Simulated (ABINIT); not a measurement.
# A GW chain in ABINIT: SiC (P6_3mc), part 2 of 3

How does a plane-wave GW calculation on SiC (P6_3mc) run from the first input to the gap?

ABINIT 10.8.3; PBE and many-body steps on it, plane waves. Known limits of the many-body steps: not at the basis limit.

So far. Step 2 (Ground state): The gap is indirect, with the least direct gap 1.71 eV higher.

## Step 3: Bands along the symmetry lines

Level of this step: DFT, PBE, plane waves, norm-conserving pseudopotentials (ABINIT).

The cheap functional maps the bands first; the places of the edges decide which points the dearer methods must see.

File run.abi:

```
acell 3*1.0 Angstrom
rprim 
  3.073513928196 0.000000000001 0.000000000000
  -1.536756964099 2.661741140703 0.000000000000
  0.000000000000 0.000000000000 5.045247710000
ntypat 2
znucl 14 6
natom 4
typat 1 1 2 2
xred 
  0.333333333333 0.666666666667 0.499602400000
  0.666666666667 0.333333333333 0.999602400000
  0.333333333333 0.666666666667 0.875397600000
  0.666666666667 0.333333333333 0.375397600000
pp_dirpath "pseudos"
pseudos "Si.upf, C.upf"
ecut 37
iscf -2
irdden 1
kptopt 0
nkpt 75
kpt 
  0.00000000 0.00000000 0.00000000
  0.06250000 0.00000000 0.00000000
  0.12500000 0.00000000 0.00000000
  0.18750000 0.00000000 0.00000000
  0.25000000 0.00000000 0.00000000
  0.31250000 0.00000000 0.00000000
  0.37500000 0.00000000 0.00000000
  0.43750000 0.00000000 0.00000000
  0.50000000 0.00000000 0.00000000
  0.47916667 0.04166667 0.00000000
  0.45833333 0.08333333 0.00000000
  0.43750000 0.12500000 0.00000000
  0.41666666 0.16666666 0.00000000
  0.39583333 0.20833333 0.00000000
  0.37500000 0.25000000 0.00000000
  0.35416666 0.29166666 0.00000000
  0.33333333 0.33333333 0.00000000
  0.29166666 0.29166666 0.00000000
  0.25000000 0.25000000 0.00000000
  0.20833333 0.20833333 0.00000000
  0.16666666 0.16666666 0.00000000
  0.12500000 0.12500000 0.00000000
  0.08333333 0.08333333 0.00000000
  0.04166667 0.04166667 0.00000000
  0.00000000 0.00000000 0.00000000
  0.00000000 0.00000000 0.06250000
  0.00000000 0.00000000 0.12500000
  0.00000000 0.00000000 0.18750000
  0.00000000 0.00000000 0.25000000
  0.00000000 0.00000000 0.31250000
  0.00000000 0.00000000 0.37500000
  0.00000000 0.00000000 0.43750000
  0.00000000 0.00000000 0.50000000
  0.06250000 0.00000000 0.50000000
  0.12500000 0.00000000 0.50000000
  0.18750000 0.00000000 0.50000000
  0.25000000 0.00000000 0.50000000
  0.31250000 0.00000000 0.50000000
  0.37500000 0.00000000 0.50000000
  0.43750000 0.00000000 0.50000000
  0.50000000 0.00000000 0.50000000
  0.47916667 0.04166667 0.50000000
  0.45833333 0.08333333 0.50000000
  0.43750000 0.12500000 0.50000000
  0.41666666 0.16666666 0.50000000
  0.39583333 0.20833333 0.50000000
  0.37500000 0.25000000 0.50000000
  0.35416666 0.29166666 0.50000000
  0.33333333 0.33333333 0.50000000
  0.29166666 0.29166666 0.50000000
  0.25000000 0.25000000 0.50000000
  0.20833333 0.20833333 0.50000000
  0.16666666 0.16666666 0.50000000
  0.12500000 0.12500000 0.50000000
  0.08333333 0.08333333 0.50000000
  0.04166667 0.04166667 0.50000000
  0.00000000 0.00000000 0.50000000
  0.50000000 0.00000000 0.50000000
  0.50000000 0.00000000 0.43750000
  0.50000000 0.00000000 0.37500000
  0.50000000 0.00000000 0.31250000
  0.50000000 0.00000000 0.25000000
  0.50000000 0.00000000 0.18750000
  0.50000000 0.00000000 0.12500000
  0.50000000 0.00000000 0.06250000
  0.50000000 -0.00000000 0.00000000
  0.33333333 0.33333333 0.50000000
  0.33333333 0.33333333 0.43750000
  0.33333333 0.33333333 0.37500000
  0.33333333 0.33333333 0.31250000
  0.33333333 0.33333333 0.25000000
  0.33333333 0.33333333 0.18750000
  0.33333333 0.33333333 0.12500000
  0.33333333 0.33333333 0.06250000
  0.33333333 0.33333333 0.00000000
istwfk *1
nband 15
nbdbuf 2
tolwfr 1e-08
nstep 40
prtwf 0
prtvol 0
indata_prefix "in"
outdata_prefix "out"
tmpdata_prefix "tmp"
```

Started as:

```console
> OMP_NUM_THREADS=1 mpirun -n 8 abinit run.abi > log
```

Numbers of over 12 decimals in the logs are rounded to 6 here.

Output:

```text
.Version 10.8.3 of ABINIT. v10.8.2 released Aug 2026.

 Symmetries : space group P6_3 m c (#186); Bravais hP (primitive hexag.)
[... echo of the input left out ...]
== DATASET  1 ==================================================================
-   mpi_nproc: 8, omp_nthreads: 1 (-1 if OMP is not activated)

--- !DatasetInfo
iteration_state: {dtset: 1, }
dimensions: {natom: 4, nkpt: 75, mband: 15, nsppol: 1, nspinor: 1, nspden: 1, mpw: 3024, }
cutoff_energies: {ecut:  37.0, pawecutdg:  -1.0, }
electrons: {nelect:   1.60000000E+01, charge:   0.00000000E+00, occopt:   1.00000000E+00, tsmear:   1.00000000E-02, }

 Real(R)+Recip(G) space primitive vectors, cartesian coordinates (Bohr,Bohr^-1):
 R(1)=  5.8080996  0.0000000  0.0000000  G(1)=  0.1721734  0.0994043  0.0000000
 R(2)= -2.9040498  5.0299618  0.0000000  G(2)=  0.0000000  0.1988087  0.0000000
 R(3)=  0.0000000  0.0000000  9.5341364  G(3)=  0.0000000  0.0000000  0.1048863
 Unit cell volume ucvol=  2.7853521E+02 bohr^3
 Angles (23,13,12)=  9.00000000E+01  9.00000000E+01  1.20000000E+02 degrees

 getcut: wavevector=  0.0000  0.0000  0.0000  ngfft=  32  32  54
         ecut(hartree)=     37.000   => boxcut(ratio)=   2.01210

--- Pseudopotential description ------------------------------------------------
- Si Generated using ONCVPSP code by D. R. Hamann
- 14.00000   4.00000  171031                  znucl, zion, pspdat
12 -101130 2 -1 1510                          pspcod,pspxc,lmax,lloc,mmax
     nproj     2     2     2
  pspatm : epsatm=    9.34321561
         --- l  ekb(1:nproj) -->
             0    5.168965    0.829883
             1    2.571282    0.578307
             2   -2.427311   -0.488097
 pspatm: atomic psp has been read  and splines computed

- C Generated using ONCVPSP code by D. R. Hamann
-  6.00000   4.00000  171031                  znucl, zion, pspdat
12 -101130 1 -1 1248                          pspcod,pspxc,lmax,lloc,mmax
     nproj     2     2     0
  pspatm : epsatm=    4.31346680
         --- l  ekb(1:nproj) -->
[...]
pspatm: atomic psp has been read  and splines computed

--------------------------------------------------------------------------------

================================================================================
 prteigrs : about to open file out_EIG
 Non-SCF case, kpt    1 (  0.00000  0.00000  0.00000), residuals and eigenvalues=
  2.52E-09  6.76E-09  9.65E-09  2.15E-09  7.33E-09  4.75E-09  2.52E-09  8.15E-09
  4.37E-09  5.05E-09  2.54E-09  5.69E-09  6.22E-09  7.21E-09  7.81E-09
 -3.1539E-01 -1.8408E-01 -6.2808E-02  2.0921E-01  2.0921E-01  2.5351E-01
  2.5768E-01  2.5768E-01  4.3483E-01  4.8624E-01  5.0324E-01  5.0324E-01
[...]
Non-SCF case, kpt    2 (  0.06250  0.00000  0.00000), residuals and eigenvalues=
  2.65E-09  2.22E-09  3.24E-09  5.88E-09  4.61E-09  4.15E-09  9.65E-09  8.02E-09
[...]
Non-SCF case, kpt   74 (  0.33333  0.33333  0.06250), residuals and eigenvalues=
[...]
Non-SCF case, kpt   75 (  0.33333  0.33333  0.00000), residuals and eigenvalues=
[...]
-1.4978E-01 -1.4978E-01  9.4070E-03  2.7314E-02  2.7314E-02  1.0872E-01
  1.0872E-01  1.1650E-01  3.4129E-01  5.5836E-01  5.8348E-01  5.8348E-01
[...]
--- !ResultsGS
iteration_state: {dtset: 1, }
comment   : Summary of ground state results
lattice_vectors:
- [  5.8080996,   0.0000000,   0.0000000, ]
- [ -2.9040498,   5.0299618,   0.0000000, ]
- [  0.0000000,   0.0000000,   9.5341364, ]
lattice_lengths: [   5.80810,    5.80810,    9.53414, ]
lattice_angles: [ 90.000,  90.000, 120.000, ] # degrees, (23, 13, 12)
lattice_volume:   2.7853521E+02
convergence: {deltae:  0.000E+00, res2:  0.000E+00, residm:  9.976E-09, diffor:  0.000E+00, }
etotal    :  -2.05387368E+01
entropy   :   0.00000000E+00
fermie    :   2.57677472E-01
cartesian_stress_tensor: null
pressure_GPa: null
xred      :
- [  3.3333E-01,   6.6667E-01,   4.9960E-01, Si]
- [  6.6667E-01,   3.3333E-01,   9.9960E-01, Si]
- [  3.3333E-01,   6.6667E-01,   8.7540E-01,  C]
- [  6.6667E-01,   3.3333E-01,   3.7540E-01,  C]
cartesian_forces: null
force_length_stats: {min: null, max: null, mean: null, }

 Integrated electronic density in atomic spheres:
 ------------------------------------------------
 Atom  Sphere_radius  Integrated_density
[...]
================================================================================

 ----iterations are completed or convergence reached----

 Mean square residual over all n,k,spin=   52.777E-10; max=  99.759E-10
 reduced coordinates (array xred) for    4 atoms
[...]
0.333333333333      0.666666666667      0.875397600000
       0.666666666667      0.333333333333      0.375397600000

 cartesian coordinates (angstrom) at end:
    1     -6.7e-13     1.774494     2.520618
    2      1.536757     0.887247     5.043242
    3     -6.7e-13     1.774494     4.416598
    4      1.536757     0.887247     1.893974
 length scales=  1.889726125908  1.889726125908  1.889726125908 bohr
              =  1.000000000000  1.000000000000  1.000000000000 angstroms
 prteigrs : about to open file out_EIG
 Eigenvalues (hartree) for nkpt=  75  k points:
 kpt#   1, nband= 15, wtk=  1.00000, kpt=  0.0000  0.0000  0.0000 (reduced coord)
[...]
kpt#   2, nband= 15, wtk=  1.00000, kpt=  0.0625  0.0000  0.0000 (reduced coord)
[...]
kpt#   3, nband= 15, wtk=  1.00000, kpt=  0.1250  0.0000  0.0000 (reduced coord)
[...]
kpt#  74, nband= 15, wtk=  1.00000, kpt=  0.3333  0.3333  0.0625 (reduced coord)
  -0.14943   -0.14943    0.01007    0.02395    0.02395    0.11297    0.11297    0.11460
   0.34448    0.55781    0.57151    0.57151    0.61901    0.61901    0.68683
 kpt#  75, nband= 15, wtk=  1.00000, kpt=  0.3333  0.3333  0.0000 (reduced coord)
  -0.14978   -0.14978    0.00941    0.02731    0.02731    0.10872    0.10872    0.11650
   0.34129    0.55836    0.58348    0.58348    0.61314    0.61314    0.68177

== END DATASET(S) ==============================================================
================================================================================

 -outvars: echo values of variables after computation  --------
            nband          15
             nkpt          75
          spgroup         186
 [... the other variables as echoed above ...]

 Calculation completed.
```

Run time: 6.5 s. Hardware: 8 MPI ranks of Arm Neoverse V2, shared host; peak memory 0.51 GiB.

Numbers from this step:

* gap: 2.275 eV
* k of the valence top: 0, 0, 0
* k of the conduction bottom: 0.3333, 0.3333, 0
* least direct gap: 3.985 eV

The gap is 2.275 eV, as in the run before at this level.

Electronic bands along the path, in eV, zero at the top of the highest filled band; v1 is the highest filled band, c1 the lowest empty one:

| point | v4 | v3 | v2 | v1 | c1 | c2 | c3 | c4 |
| --- | --- | --- | --- | --- | --- | --- | --- | --- |
| Γ | -1.32 | -0.11 | 0.00 | 0.00 | 4.82 | 6.22 | 6.68 | 6.68 |
| halfway | -2.97 | -2.53 | -1.02 | -0.61 | 4.06 | 5.85 | 7.26 | 7.67 |
| M | -5.45 | -3.33 | -3.30 | -1.20 | 2.79 | 4.23 | 6.90 | 7.14 |
| halfway | -5.40 | -4.67 | -3.37 | -2.55 | 3.20 | 5.17 | 7.69 | 8.51 |
| K | -6.27 | -4.05 | -4.05 | -3.84 | 2.28 | 8.18 | 8.87 | 8.87 |
| halfway | -4.15 | -2.82 | -1.45 | -1.25 | 5.07 | 5.82 | 7.01 | 7.22 |
| Γ | -1.32 | -0.11 | 0.00 | 0.00 | 4.82 | 6.22 | 6.68 | 6.68 |
| halfway | -1.15 | -1.15 | -0.22 | -0.22 | 5.10 | 6.80 | 6.80 | 7.04 |
| A | -0.71 | -0.71 | -0.71 | -0.71 | 5.91 | 5.91 | 7.37 | 7.37 |
| halfway | -2.96 | -2.96 | -1.72 | -1.72 | 4.50 | 4.50 | 7.37 | 7.37 |
| L | -2.45 | -2.45 | -2.34 | -2.34 | 3.29 | 3.29 | 5.27 | 5.27 |
| halfway | -4.26 | -4.26 | -1.92 | -1.92 | 4.29 | 4.29 | 6.37 | 6.37 |
| H | -5.66 | -5.66 | -1.74 | -1.74 | 5.08 | 5.08 | 6.02 | 6.02 |
| halfway | -3.02 | -3.02 | -2.50 | -2.50 | 5.18 | 5.18 | 7.55 | 7.55 |
| A | -0.71 | -0.71 | -0.71 | -0.71 | 5.91 | 5.91 | 7.37 | 7.37 |
| jump to L | -2.45 | -2.45 | -2.34 | -2.34 | 3.29 | 3.29 | 5.27 | 5.27 |
| halfway | -4.15 | -3.10 | -2.34 | -1.63 | 3.11 | 3.27 | 6.64 | 7.05 |
| M | -5.45 | -3.33 | -3.30 | -1.20 | 2.79 | 4.23 | 6.90 | 7.14 |
| jump to H | -5.66 | -5.66 | -1.74 | -1.74 | 5.08 | 5.08 | 6.02 | 6.02 |
| halfway | -6.47 | -4.52 | -2.82 | -2.82 | 3.50 | 6.58 | 6.58 | 7.84 |
| K | -6.27 | -4.05 | -4.05 | -3.84 | 2.28 | 8.18 | 8.87 | 8.87 |

## Step 4: Empty states on the mesh, 6×6×4 mesh, 83 bands

The sums over transitions need many empty states on a uniform mesh; this step solves for them.

File run.abi:

```
acell 3*1.0 Angstrom
rprim 
  3.073513928196 0.000000000001 0.000000000000
  -1.536756964099 2.661741140703 0.000000000000
  0.000000000000 0.000000000000 5.045247710000
ntypat 2
znucl 14 6
natom 4
typat 1 1 2 2
xred 
  0.333333333333 0.666666666667 0.499602400000
  0.666666666667 0.333333333333 0.999602400000
  0.333333333333 0.666666666667 0.875397600000
  0.666666666667 0.333333333333 0.375397600000
pp_dirpath "pseudos"
pseudos "Si.upf, C.upf"
ecut 37
ngkpt 6 6 4
nshiftk 1
shiftk 0 0 0
kptopt 1
chksymbreak 0
irdden 1
istwfk *1
nband 83
prtvol 0
optdriver 6
gwr_task "HDIAGO"
paral_kgb 0
occopt 1
indata_prefix "in"
outdata_prefix "out"
tmpdata_prefix "tmp"
```

Output:

```text
[banner, memory and clock lines left out]
.Version 10.8.3 of ABINIT. v10.8.2 released Aug 2026.

 Symmetries : space group P6_3 m c (#186); Bravais hP (primitive hexag.)
[... echo of the input left out ...]
== DATASET  1 ==================================================================
-   mpi_nproc: 8, omp_nthreads: 1 (-1 if OMP is not activated)

--- !DatasetInfo
iteration_state: {dtset: 1, }
dimensions: {natom: 4, nkpt: 21, mband: 83, nsppol: 1, nspinor: 1, nspden: 1, mpw: 3015, }
cutoff_energies: {ecut:  37.0, pawecutdg:  -1.0, }
electrons: {nelect:   1.60000000E+01, charge:   0.00000000E+00, occopt:   1.00000000E+00, tsmear:   1.00000000E-02, }

.Using double precision arithmetic; gwpc =  8

- Reading GS density from: in_DEN

--- Pseudopotential description ------------------------------------------------
- Si Generated using ONCVPSP code by D. R. Hamann
- 14.00000   4.00000  171031                  znucl, zion, pspdat
12 -101130 2 -1 1510                          pspcod,pspxc,lmax,lloc,mmax
     nproj     2     2     2
  pspatm : epsatm=    9.34321561
         --- l  ekb(1:nproj) -->
             0    5.168965    0.829883
             1    2.571282    0.578307
             2   -2.427311   -0.488097
 pspatm: atomic psp has been read  and splines computed

- C Generated using ONCVPSP code by D. R. Hamann
-  6.00000   4.00000  171031                  znucl, zion, pspdat
12 -101130 1 -1 1248                          pspcod,pspxc,lmax,lloc,mmax
     nproj     2     2     0
  pspatm : epsatm=    4.31346680
         --- l  ekb(1:nproj) -->
             0    6.481548    0.385504
             1   -4.199961   -0.877517
 pspatm: atomic psp has been read  and splines computed

   4.37013837E+02                                ecore*ucvol(ha*bohr**3)

 Total charge density [el/Bohr^3]
)     Maximum=    2.8030E-01  at reduced coord.    0.4063    0.7813    0.9074
)     Minimum=    1.9153E-03  at reduced coord.    0.6563    0.3125    0.0000
   Integrated=    1.6000E+01

 === KS gaps after direct diagonalization ===
 Indirect band gap semiconductor
 Fundamental gap:     2.275 (eV)
   VBM:     7.012 (eV) at k: [ 0.0000E+00,  0.0000E+00,  0.0000E+00]
   CBM:     9.287 (eV) at k: [ 3.3333E-01,  3.3333E-01,  0.0000E+00]
 Direct gap:         3.985 (eV) at k: [ 5.0000E-01,  0.0000E+00,  0.0000E+00]

== END DATASET(S) ==============================================================

 -outvars: echo values of variables after computation  --------
           etotal      0.0000000000E+00
            nband          83
             nkpt          21
          spgroup         186
 [... the other variables as echoed above ...]

 Calculation completed.
```

It took 50 s on 8 MPI ranks; peak memory 4.3 GiB.

Numbers from this step:

* gap: 2.275 eV
* k of the valence top: 0, 0, 0
* k of the conduction bottom: 0.3333, 0.3333, 0
* least direct gap: 3.985 eV
* k points computed: 21
* lowest point of the top converged band, above the valence top: 65.7156 eV

On this mesh the gap is 2.275 eV.

## Step 5: Screening, 6×6×4 mesh, 75 bands, screening to 136.1 eV

The RPA dielectric matrix is built and inverted for each q.

This step: RPA screening on PBE, plane waves, norm-conserving pseudopotentials.

run.abi, as its differences from that of step 4:

```diff
@@ -22,10 +22,11 @@
 chksymbreak 0
-irdden 1
 istwfk *1
-nband 83
-prtvol 0
-optdriver 6
-gwr_task "HDIAGO"
-paral_kgb 0
 occopt 1
+irdwfk 1
+optdriver 3
+nband 75
+ecuteps 5
+inclvkb 2
+awtr 1
+symchi 1
 indata_prefix "in"
```

Output:

```text
.Version 10.8.3 of ABINIT. v10.8.2 released Aug 2026.

 Symmetries : space group P6_3 m c (#186); Bravais hP (primitive hexag.)
[... echo of the input left out ...]
== DATASET  1 ==================================================================
-   mpi_nproc: 8, omp_nthreads: 1 (-1 if OMP is not activated)

--- !DatasetInfo
iteration_state: {dtset: 1, }
dimensions: {natom: 4, nkpt: 21, mband: 75, nsppol: 1, nspinor: 1, nspden: 1, mpw: 3015, }
cutoff_energies: {ecut:  37.0, pawecutdg:  -1.0, }
electrons: {nelect:   1.60000000E+01, charge:   0.00000000E+00, occopt:   1.00000000E+00, tsmear:   1.00000000E-02, }

 SCREENING: Calculation of the susceptibility and dielectric matrices

 Based on a program developped by R.W. Godby, V. Olevano, G. Onida, and L. Reining.
 Incorporated in ABINIT by V. Olevano, G.-M. Rignanese, and M. Torrent.
.Using double precision arithmetic ; gwpc =  8

[... cell and pseudopotentials left out ...]
--------------------------------------------------------------------------------

 ==== K-mesh for the wavefunctions ====
 Number of points in the irreducible wedge :    21
[... list of points left out ...]
 Together with 12 symmetry operations and time-reversal symmetry
 yields   144 points in the full Brillouin Zone.

 ==== Q-mesh for the screening function ====
 Number of points in the irreducible wedge :    21
[... list of points left out ...]
 Together with 12 symmetry operations and time-reversal symmetry
 yields   144 points in the full Brillouin Zone.

 setmesh: FFT mesh size selected  =    20x   20x   36
          total number of points  =        14400

 vcoul_init : cutoff-mode = AUXILIARY_FUNCTION
 q-points for optical limit:   1
     1)      0.000010    0.000020    0.000030

- screening: taking advantage of time-reversal symmetry
- Maximum band index for partially occupied states nbvw = 8
- Remaining bands to be divided among processors   nbcw = 67
- Number of bands treated by each node ~8

 Number of electrons calculated from density =   16.0000; Expected =   16.0000
 average of density, n =  0.057443
 r_s =    1.6078
 omega_plasma =   23.1193 [eV]

 calculating chi0 at frequencies [eV] :
  1    0.000000E+00    0.000000E+00
  2    0.000000E+00    2.311935E+01

--------------------------------------------------------------------------------
  q-point number  1        q = ( 0.000000, 0.000000, 0.000000) [r.l.u.]
--------------------------------------------------------------------------------
[... chi0 elements left out ...]
 For q-point:  0.000010 0.000020 0.000030
  dielectric constant =   6.8605
  dielectric constant without local fields =   7.5065

  Average fulfillment of the sum rule on Im[epsilon] for q-point    1 :     77.62  [%]
[... wings left out ...]
  q-point number  2        q = ( 0.166667, 0.000000, 0.000000) [r.l.u.]
--------------------------------------------------------------------------------
[... chi0 elements left out ...]
  Average fulfillment of the sum rule on Im[epsilon] for q-point    2 :     88.17  [%]

 [... 19 further q-points ...]
```

Wall time 24 s (8 MPI ranks); peak memory 1.4 GiB; 3.2 min of CPU time.

This step gave:

| Property | Result |
| --- | --- |
| ε∞ with local fields, on this mesh, along the program's q direction | 6.861 |
| the same without local fields | 7.506 |
| plasma frequency | 23.12 eV |
| plane waves in the screening matrix | 135 |

Local fields lower ε∞ by 9 %.

(Continued in part 3 of 3.)

[Paths, hosts, dates, memory and timing lines, banners, echoed tables and standing remarks are left out of the program output.]

[Logs are printed without paths, hosts, clocks, repeated set-up lines and the standing remarks that a program may print on its own settings, such as how far it seeks lower states.]

[Runs of the session that timed out or met a known fault of the program may be left out.]

[Hosts, paths, dates, database ids (printed as entryN), source tags and the programs' standing remarks are cut or masked in the printed files.]

[G0W0 gaps are taken among the corrected bands and points alone; a level outside them can change the order at an edge.]

[Where Ansatz stands beside ABINIT at settings called matched, ABINIT's density can come from a denser mesh and the files from another edition; pairs whose starting gaps differed by over 0.03 eV were left out, so agreement reads better than it is.]
